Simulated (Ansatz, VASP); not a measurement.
# Cross-check of Al35PtN35 (V_N-Pt_Al) between VASP and Ansatz

Aim: how closely do two programs agree when they are given the same cell, functional and k mesh? The cell is taken from a series of runs on this material, whose earlier steps may have relaxed, scaled, displaced or heated it; both programs get it as it stands.

Program: Ansatz 0.2.0. Level of theory: plane waves, with VASP 6.6.1 beside it; single point at r2SCAN. Results are calculated unless marked as measured.

### 1. Set-up

The cell holds 71 atoms: 35 Al, 35 N and 1 Pt. Its edges and angles: a = 9.320 Å, b = 9.320 Å, c = 9.956 Å, α = 90.0°, β = 90.0°, γ = 120.0°. It derives from AlN (AlN (P6_3mc)). Nearest the centre at fractional (0.667, 0.500, 0.470): Pt71 at 0.41 Å, N66 at 2.42 Å, N63 at 2.44 Å, Al18 at 2.45 Å, N67 at 2.45 Å, Al14 at 2.45 Å, Al17 at 2.47 Å, Al19 at 2.95 Å. The cell carries charge +1.

As a file:

```xyz
71
Lattice="9.3196 0.0000 0.0000 -4.6598 8.0710 0.0000 0.0000 0.0000 9.9565" Properties=species:S:1:pos:R:3 pbc="T T T"
Al    1.5690    0.9075    2.4895
Al    0.0169    1.8004    4.9858
Al    1.5446    0.8849    7.4782
Al    0.0089    1.7950    0.0042
Al    0.0191    3.5906    2.4891
Al   -1.5595    4.4995    4.9851
Al   -0.0081    3.5782    7.4780
Al   -1.5419    4.4871    9.9517
Al   -1.5416    6.2813    2.4825
Al   -3.0952    7.1541    4.9826
Al   -1.5516    6.2737    7.4730
Al   -3.0953    7.1764    9.9512
Al    4.6856    0.8971    2.4787
Al    3.1620    1.7165    5.0309
Al    4.6772    0.8881    7.4854
Al    3.1159    1.7868    9.9530
Al    3.1653    3.6199    2.3516
Al    1.5186    4.5657    5.0266
Al    3.0930    3.5729    7.4842
Al    1.5552    4.4905    9.9524
Al    1.5685    6.2962    2.4776
Al   -0.0059    7.1678    4.9862
Al    1.5590    6.2909    7.4836
Al    0.0052    7.1738    0.0022
Al    7.7824    0.9036    2.4819
Al    6.2235    1.7777    4.9859
Al    7.7750    0.8970    7.4682
Al    6.2270    1.7937    9.9480
Al    6.2395    3.5873    2.4587
Al    6.2290    3.5718    7.4458
Al    4.6827    4.4931    9.8987
Al    4.6735    6.2982    2.4558
Al    3.1005    7.1884    4.9832
Al    4.6588    6.2881    7.4433
Al    3.1160    7.1813    9.9459
N     1.5887    0.9211    4.3950
N     0.0217    1.8003    1.9037
N     1.5609    0.9002    9.3705
N     0.0101    1.7921    6.8773
N     0.0380    3.6027    4.3931
N    -1.5248    4.4874    1.8943
N     0.0089    3.5900    9.3701
N    -1.5452    4.4809    6.8705
N    -1.5494    6.2786    4.3826
N    -3.0848    7.1896    1.8937
N    -1.5474    6.2797    9.3651
N    -3.0998    7.1698    6.8687
N     4.6804    0.8802    4.3781
N     3.1306    1.8107    1.9161
N     4.6658    0.8980    9.3727
N     3.1108    1.7789    6.8965
N     1.5832    4.4892    1.9150
N     3.1066    3.5859    9.3845
N     1.5522    4.4847    6.8939
N     1.5501    6.3041    4.3771
N     0.0125    7.1766    1.8970
N     1.5578    6.2804    9.3711
N     0.0046    7.1700    6.8779
N     7.7852    0.9089    4.3828
N     6.2301    1.7940    1.8854
N     7.7767    0.9023    9.3606
N     6.2205    1.7806    6.8728
N     6.2548    3.5447    4.3476
N     4.7127    4.5100    1.8507
N     6.2276    3.5870    9.3473
N     4.6479    4.4647    6.9393
N     4.6401    6.3412    4.3377
N     3.1182    7.1819    1.8825
N     4.6676    6.2877    9.3457
N     3.1066    7.1759    6.8715
Pt    4.2200    4.2237    4.8233
```

### 2. Ansatz: single point, r2SCAN

Ansatz runs on its PAW soft_1 files.

With cell and atoms fixed, the geometry can't cause a difference; cores, projectors, grids and the points listed under the comparison can.

Input file input.yaml:

```yaml
crystal:
  checkpoint: "../qp1_M1.relax.run"
  host: checkpoint
total_charge: 1
basis:
  ecutwfc: 500
  xc_grid: 2
hamiltonian:
  xc: r2scan
  pseudopotentials: { kind: paw, azcp: { folder: soft_1 } }
kpoints:
  mp_grid: { grid: [2, 2, 2], shift: [0.5, 0.5, 0.5] }
magnetization:
  spin_polarized: true
  initial_magnetization: 1
  spin_locking: { lock_magnetization: hard }
scf:
  occupations: { method: fermi_dirac, width: 0.01 }
  max_iter: 60
output:
  forces: true
  eigenvalues: true
  charged_corrections:
    epsilon: [4.49, 4.49, 4.72]
    static_epsilon: [8.15, 8.15, 9.65]
    defect_position: [0.666667, 0.5, 0.47]
  eigenstates: { localisation: true }
  populations: true
  efg: {}
checkpoint:
  read: "../qp1_M1.relax.run"
  write: "../qp1_M1.point.run"
  compress: false
  write_wavefunctions: false
  write_every: 100000
```

Started as:

```console
$ ansatz run input.yaml --threads 4 --pin off --max-ram 15073MiB --backend cpu --events-out ev --progress --plain --runs-dir out
```

Numbers of over 12 decimals in the logs are rounded to 6 here.

Output:

```text
Warning: This run holds its total moment fixed (magnetization.spin_locking.lock_magnetization: hard) and mixes its density by anderson or broyden (scf.mixing.algorithm, typed or taken by auto). Slabs with a fixed moment have converged under broyden above another state at the same moment, at the default mixing steps and at smaller ones, and under scf.lower_state_search: standard, light or off a state that such a mixer [...]
crystal.checkpoint: the structure is that of <dir>, a `relax` run, at its step 10: its result, under r2scan at a charge of 1 e; 71 atoms read, 0 with a starting moment; crystal.structure_sha256 for this input is
Pt: output.efg is read without spin–orbit coupling, which moves field gradients at and beside such atoms by some per cent and up to a factor of two; PAW files take it under magnetization.noncollinear and magnetization.spin_orbit
Engine: ansatz 0.2.0, aarch64-unknown-linux-gnu
Pseudopotentials: kind: paw
Pseudopotential: Al, paw, valence charge 3, recommended cutoff 500 eV (meta_gga), soft_1/Al.paw.azcp
Pseudopotential: N, paw, valence charge 5, recommended cutoff 500 eV (meta_gga), soft_1/N.paw.azcp
Pseudopotential: Pt, paw, valence charge 18, recommended cutoff 500 eV (meta_gga), soft_1/Pt.paw.azcp
Functional definition: r2SCAN
  parameter k0 = 0.174
  parameter k1 = 0.065
  parameter a1 = 4.9479
  exchange = r2scan_x(k0 = k0, k1 = k1, a1 = a1)
  correlation = r2scan_c
Crystal: 71 atoms, lattice volume = 748.907 Å³
Basis set: ecut = 500 eV, 18913 PW (Γ), exchange–correlation on 144×144×150 points (8 copies of the dense FFT grid, shifted against one another)
Bands: 220, of which v1, the nominal top of the filled ones, is band 149 counted from 1 (148 counted from 0)
Symmetry: 1 space group operations
Space group: P1 (ITA 1), of the structure as read, at distance tolerance 9.1e-5 Å
Magnetic group: BNS 1.1 (UNI 1), of the structure as read, at distance tolerance 9.1e-5 Å
k-points: 4 of 8 (time reversal used)
Non-local potential: Al, projectors of the file, l = 0: 2, l = 1: 2, l = 2: 1
Non-local potential: N, projectors of the file, l = 0: 2, l = 1: 2, l = 2: 1
Non-local potential: Pt, projectors of the file, l = 0: 3, l = 1: 2, l = 2: 2, l = 3: 1
PAW form: soft (Blöchl's): semilocal exchange-correlation on the pseudo side does not see the compensation charge
PAW frozen core: Al, regenerated for the run's functional (the file was generated under x = pbe(κ = 0.804, μ = 0.219515), c = pbe(β = 0.066725))
PAW frozen core: N, regenerated for the run's functional (the file was generated under x = pbe(κ = 0.804, μ = 0.219515), c = pbe(β = 0.066725))
PAW frozen core: Pt, regenerated for the run's functional (the file was generated under x = pbe(κ = 0.804, μ = 0.219515), c = pbe(β = 0.066725))
PAW one-centre angular grid: Al, 302 points (default); XC on 160 Gauss nodes
PAW one-centre angular grid: N, 302 points (default); XC on 160 Gauss nodes
PAW one-centre angular grid: Pt, 590 points (default); XC on 160 Gauss nodes
Initial density: read from a saved state, or passed on in memory by an earlier SCF of this step, an earlier step, the calling program or the single point that the run made first
Stability of the state it starts from, as read at its close in the collinear treatment: not read, because the mixer in use, unlike msr1, does not test its closes by its own steps (another_mixer); its run was given moments
Starting moments: Σ|m| = 1 μB on 71 of 71 sites; this step starts from the density that it was given
Initial wavefunctions: pseudopotential atomic-orbital guess — the wavefunctions supplied were not used: k-point sampling differs
Functional: x = r2scan, c = r2scan; τ floored in thin density (d = 2e-4 eV/Å³)
iter 1 solved again at ethr=5.49e-6 eV; its pass at ethr=3.10e-3 eV (dr2=1.63e-2 eV) is discarded
SCF iter   1: F=—  HF=-45037.822270 eV  |F-HF|=—  |Δ(HF+E_count)|=         —  Δρ=9.73e-4 (↑8.71e-4 ↓9.73e-4)  dr2=1.47e-2  dr2_τ=3.08e-4  dr2_m=9.16e-4  M=1.000 μB ∫|m|=2.725 μB  β_m=1.20  ethr=5.49e-6  ⟨swp⟩=7.9  Hψ=12607  notcnv=0
preconditioner: auto → Resta (q_TF=auto, 2.339 Å⁻¹)  ε∞=3.8  [insulator: Δε(μ)=0.488 eV  Ē_g=13.819 eV  σ=0.010 eV  W_gap=1.00  n_scr=162 (ndim 8)  ℏωp=23.1 eV  f_vac=0.000  D(μ)=0.00/eV (n_scr^D=0)  ε∞_Penn≈3.8]
spin=Collinear: Resta preconditioning applied to the charge; magnetization (m = ρ↑ − ρ↓) channel mixes plain (no charge-response kernel on spin).
[...]
k-point 1 ↑: bands = [... 145 lower, 6.8566, 6.9070, 7.4478, 7.6534, 8.7988, 12.2147, 12.6307, 12.6620, ... 67 higher]
  k-point 2 ↑: bands = [... 145 lower, 6.8726, 6.9176, 7.4127, 7.5100, 8.7989, 12.4155, 12.5677, 12.7947, ... 67 higher]
  k-point 3 ↓: bands = [... 145 lower, 6.9289, 6.9420, 7.9027, 8.4112, 8.5825, 12.4538, 12.7262, 12.8706, ... 67 higher]
--- Löwdin populations: 71 sites ---
  site symbol       q [e]    m [muB]
     0     Al      1.8552    -0.0004
     1     Al      1.8572    -0.0023
     2      N      6.0474     0.0211
     3      N      6.0636     0.0007
     4     Al      1.8546     0.0024
     5     Al      1.8541     0.0002
     6      N      6.0620     0.0033
     7      N      6.0639    -0.0008
     8     Al      1.8550    -0.0003
     9     Al      1.8630     0.0026
    10      N      6.0476     0.0204
    11      N      6.0624     0.0053
    12     Al      1.8548     0.0025
    13     Al      1.8561     0.0002
    14      N      6.0621     0.0032
    15      N      6.0654     0.0005
    16     Al      1.8535    -0.0001
    17     Al      1.8629     0.0015
    18      N      6.0672    -0.0001
    19      N      6.0622     0.0057
    20     Al      1.8549    -0.0001
    21     Al      1.8563     0.0002
    22      N      6.0626     0.0016
    23      N      6.0652     0.0002
[...]
63     Al      1.8667    -0.0026
    64     Al      1.8737    -0.0028
    65      N      5.9329     0.3539
    66      N      6.0647     0.0009
    67     Al      1.8646     0.0016
    68     Al      1.8550    -0.0003
    69      N      6.0579    -0.0198
    70      N      6.0657    -0.0008
  spilling = 0.008244 (of n_electrons = 297.000000)
```

### 3. VASP: single point, r2SCAN

The same cell, functional, mesh and smearing now go to VASP, with its own data sets.

Lines of VASP's logs that name or quote its potential files are left out, and so is its time.

Input file INCAR:

```
SYSTEM = Al35PtN35
PREC = Accurate
ENCUT = 580
EDIFF = 1E-06
NELM = 200
ISMEAR = -1
SIGMA = 0.01
LREAL = Auto
ALGO = Normal
METAGGA = R2SCAN
LASPH = .TRUE.
NELECT = 289
NBANDS = 200
ISPIN = 2
MAGMOM = -0 -0 0 0 -0 0 0 0 -0 0 0 0 -0 0.01 0 -0 -0.01 0.01 0 -0 -0 0 0 0 -0 0 -0 -0 -0 -0 -0 -0 0 0 -0 0.02 0 0 -0 0.02 0 0 0 -0 0 0 0 0.03 -0.01 0 0.04 -0.01 0 0.05 0.03 0 0 0 0.02 0 -0 -0 0.22 -0.08 -0.02 -0.14 0.23 0 -0.02 -0 0.19
LMAXMIX = 4
LORBIT = 11
LWAVE = .FALSE.
LCHARG = .FALSE.
ISIF = 2
ISYM = 0
NUPDOWN = 1
GGA_COMPAT = .FALSE.
LMIXTAU = .TRUE.
KPAR = 4
```

Input file POSCAR:

```
Al35PtN35
1.0
    9.3195655359      0.0000000860      0.0000000000
   -4.6597828424      8.0709804634      0.0000000000
    0.0000000000      0.0000000000      9.9564777190
Al N Pt
35 35 1
Direct
    0.2245778385      0.1124404627      0.2500418940
    0.1133502865      0.2230666855      0.5007605138
    0.2205510919      0.1096347245      0.7510850868
    0.1121591881      0.2224008756      0.0004247020
    0.2244932067      0.4448824994      0.2500001011
    0.1114144668      0.5574927405      0.5006891087
    0.2208032667      0.4433474141      0.7510661273
    0.1125292971      0.5559526535      0.9995250558
    0.2237153217      0.7782527853      0.2493357000
    0.1110814915      0.8863990479      0.5004359683
    0.2221728633      0.7773174209      0.7505687436
    0.1124537118      0.8891629785      0.9994708614
    0.5583472491      0.1111516766      0.2489506783
    0.4456258403      0.2126700041      0.5052884301
    0.5568871731      0.1100421233      0.7518106352
    0.4450327761      0.2213820433      0.9996499117
    0.5638984724      0.4485086081      0.2361833745
    0.4457927269      0.5656905508      0.5048611940
    0.5532312572      0.4426874579      0.7516869427
    0.4450604753      0.5563717351      0.9995874011
    0.5583602644      0.7801096745      0.2488415657
    0.4434109039      0.8880912871      0.5007962478
    0.5569995840      0.7794409361      0.7516300521
    0.4449814333      0.8888427033      0.0002239535
    0.8910393952      0.1119547455      0.2492765769
    0.7779177660      0.2202586926      0.5007686550
    0.8898309565      0.1111376420      0.7500808317
    0.7792815579      0.2222427884      0.9991494512
    0.8917418163      0.4444745694      0.2469466291
    0.8896532089      0.4425502603      0.7478395319
    0.7808085927      0.5567023163      0.9941919662
    0.8916545917      0.7803551538      0.2466557670
    0.7780054042      0.8906443695      0.5005008180
    0.8894502798      0.7791057795      0.7475866060
    0.7792365185      0.8897673271      0.9989392662
    0.2275264400      0.1141201761      0.4414185383
    0.1138648367      0.2230634363      0.1912064298
    0.2232538776      0.1115399509      0.9411456138
    0.1121023013      0.2220372707      0.6907362151
    0.2272686537      0.4463723048      0.4412316786
    0.1143846029      0.5559952527      0.1902627590
    0.2233539170      0.4448008766      0.9411054569
    0.1117959267      0.5551879970      0.6900510731
    0.2227063593      0.7779274647      0.4401805827
    0.1143921067      0.8907917855      0.1901995422
    0.2229855925      0.7780530152      0.9405995855
    0.1115554747      0.8883426296      0.6898742493
    0.5567361471      0.1090519167      0.4397258156
    0.4480946644      0.2243497211      0.1924511011
    0.5562729710      0.1112653563      0.9413664370
    0.4439941738      0.2204128725      0.6926653398
    0.4479812358      0.5562120612      0.1923350556
    0.5554892207      0.4443007796      0.9425514105
    0.4443793074      0.5556617336      0.6923989404
    0.5568681715      0.7810763836      0.4396239757
    0.4459339735      0.8891887759      0.1905322235
    0.5562306969      0.7781505338      0.9412070064
    0.4446801249      0.8883648401      0.6907983870
    0.8916677863      0.1126176765      0.4401915267
    0.7796304903      0.2222775573      0.1893662019
    0.8903473659      0.1117941387      0.9401545380
    0.7777766645      0.2206222502      0.6902873971
    0.8907384926      0.4391883868      0.4366579710
    0.7850764332      0.5587933616      0.1858804042
    0.8904436601      0.4444301961      0.9388193361
    0.7753186473      0.5531854569      0.6969651093
    0.8907228865      0.7856775933      0.4356699835
    0.7795050230      0.8898456714      0.1890744174
    0.8903649131      0.7790504254      0.9386516220
    0.7778834375      0.8890928375      0.6901575087
    0.7144699240      0.5233186356      0.4844358760
```

Input file KPOINTS:

```
Points of the shifted mesh
8
Reciprocal
 0.2500000000  0.2500000000  0.2500000000 1
 0.2500000000  0.2500000000  0.7500000000 1
 0.2500000000  0.7500000000  0.2500000000 1
 0.2500000000  0.7500000000  0.7500000000 1
 0.7500000000  0.2500000000  0.2500000000 1
 0.7500000000  0.2500000000  0.7500000000 1
 0.7500000000  0.7500000000  0.2500000000 1
 0.7500000000  0.7500000000  0.7500000000 1
```

Potentials, in the order of the species: Al, N and Pt (PBE family, release 64).

Started as:

```console
$ mpirun -np 8 vasp_std
```

Output:

```text
[banner, memory and clock lines left out]
running    8 mpi-ranks, on    1 nodes
[...]
|                                                                             |
|           W    W    AA    RRRRR   N    N  II  N    N   GGGG   !!!           |
|           W    W   A  A   R    R  NN   N  II  NN   N  G    G  !!!           |
|           W    W  A    A  R    R  N N  N  II  N N  N  G       !!!           |
|           W WW W  AAAAAA  RRRRR   N  N N  II  N  N N  G  GGG   !            |
|           WW  WW  A    A  R   R   N   NN  II  N   NN  G    G                |
|           W    W  A    A  R    R  N    N  II  N    N   GGGG   !!!           |
|                                                                             |
|     For optimal performance we recommend to set                             |
|       NCORE = 2 up to number-of-cores-per-socket                            |
|     NCORE specifies how many cores store one orbital (NPAR=cpu/NCORE).      |
|     This setting can greatly improve the performance of VASP for DFT.       |
[...]
DAV:   5    -0.884210308609E+03   -0.49725E-01   -0.49665E-01  7928   0.160E+00BRMIX: very serious problems
 the old and the new charge density differ
 old charge density:   290.00000 new  289.00000
BRMIX: very serious problems
 the old and the new charge density differ
 old charge density:   290.00000 new  289.00000
BRMIX: very serious problems
 the old and the new charge density differ
 old charge density:   290.00000 new  289.00000
BRMIX: very serious problems
 the old and the new charge density differ
 old charge density:   290.00000 new  289.00000
    0.555E+01
DAV:   6    -0.756229272297E+03    0.12798E+03   -0.31971E+02  7424   0.369E+01    0.384E+01
DAV:   7    -0.733052523414E+03    0.23177E+02   -0.36954E+01  7240   0.189E+01    0.171E+01
DAV:   8    -0.723616105615E+03    0.94364E+01   -0.45723E+00  7024   0.587E+00    0.968E+00
DAV:   9    -0.722821152974E+03    0.79495E+00   -0.39405E+00  7056   0.526E+00    0.433E+00
[...]
DAV:  18    -0.725796649840E+03   -0.25176E-04   -0.19140E-05  6904   0.133E-02    0.640E-03
DAV:  19    -0.725796648016E+03    0.18240E-05   -0.24771E-06  5432   0.502E-03    0.291E-03
DAV:  20    -0.725796648328E+03   -0.31229E-06   -0.96222E-07  4040   0.274E-03
   1 F= -.72579665E+03 E0= -.72579665E+03  d E =-.247677E-10  mag=     1.0000
```

OUTCAR, selected parts (step 3):

```text
  FREE ENERGIE OF THE ION-ELECTRON SYSTEM (eV)
  ---------------------------------------------------
  free  energy   TOTEN  =      -725.7966483281 eV

  energy  without entropy=     -725.7966483281  energy(sigma->0) =     -725.79664833

 magnetization (x)
# of ion       s       p       d       tot
------------------------------------------
    1        0.000  -0.000   0.000  -0.000
    2       -0.000  -0.000   0.000  -0.000
    3        0.000   0.001   0.000   0.001
    4        0.000   0.000   0.000   0.000
    5        0.000  -0.000   0.000  -0.000
    6        0.000   0.002   0.000   0.002
    7        0.000   0.001   0.000   0.001
    8        0.000   0.000   0.000   0.000
    9       -0.000   0.000   0.000   0.000
   10        0.000   0.002   0.000   0.002
   11       -0.000   0.000   0.000  -0.000
   12        0.000   0.000   0.000   0.000
   13       -0.000  -0.000   0.000  -0.000
[...]
--------------------------------------------------
tot          0.040   0.467   0.209   0.716
```

The run ends at a pressure of -1.98 GPa, with forces up to 0.15 eV/Å.

### 4. Differences

Known differences besides the potentials themselves: VASP starts from the moments at which Ansatz ended; VASP keeps PBE cores, Ansatz makes them for the functional; the cutoff is 500 eV in Ansatz and 580 eV in VASP (PREC = Accurate, projectors in real space); site moments are counted in spheres of each program's own size. Total energies have different zeros and are not compared.

Both answers:

```
                             quantity  Ansatz   VASP  difference
total moment, fixed by the input (μB)    1.00   1.00        0.00
                  moment on Pt71 (μB)    0.19   0.29       -0.11
                   moment on N67 (μB)    0.23   0.22       +0.01
                   moment on N63 (μB)    0.22   0.21       +0.01
                   moment on N66 (μB)   -0.14  -0.13       -0.01
                   moment on N64 (μB)   -0.08  -0.07        0.00
```

Forces on 7 of the 71 atoms, those with the largest forces and the largest differences (eV/Å; atoms numbered as in POSCAR):

```
atom         Ansatz x, y, z            VASP x, y, z
Al14  -0.041, 0.031, -0.058   -0.038, 0.042, -0.057
Al30  0.058, -0.022, -0.028   0.063, -0.027, -0.025
 N48   0.058, -0.033, 0.033    0.070, -0.038, 0.025
 N63   0.052, -0.027, 0.015    0.098, -0.044, 0.016
 N66  -0.034, 0.069, -0.018    -0.022, 0.076, 0.018
 N67   0.089, -0.030, 0.104     0.098, 0.012, 0.106
Pt71  -0.018, 0.019, -0.009  -0.085, -0.011, -0.039
```

The forces differ by 8.6 meV/Å r.m.s., which is 27.9 % of the r.m.s. force of 0.031 eV/Å (both taken over all components). The cell carries a charge of +1 e against a uniform background, so its pressure also hangs on how the neutralising background is counted, and in a defect's cell a gap may be the spacing between its levels.

### 5. Summary of results

```json
{"r.m.s. force difference (single point, r2SCAN)": "8.6 meV/Å"}
```

The r.m.s. force difference is 8.6 meV/Å (single point, r2SCAN), within the 12 meV/Å picked in this series as the mark of a large difference. The data sets hold unlike numbers of valence electrons (297 in Ansatz and 289 in VASP), so part of the differences comes from the potentials. How closely two codes agree says nothing of how well the functional describes the real material.

[Lines on the potential files, build, host, timing and source positions are cut from VASP's logs without a mark.]

[Logs are printed without paths, hosts, clocks, repeated set-up lines and the standing remarks that a program may print on its own settings, such as how far it seeks lower states.]

[Hosts, paths, dates, database ids (printed as entryN), source tags and the programs' standing remarks are cut or masked in the printed files.]
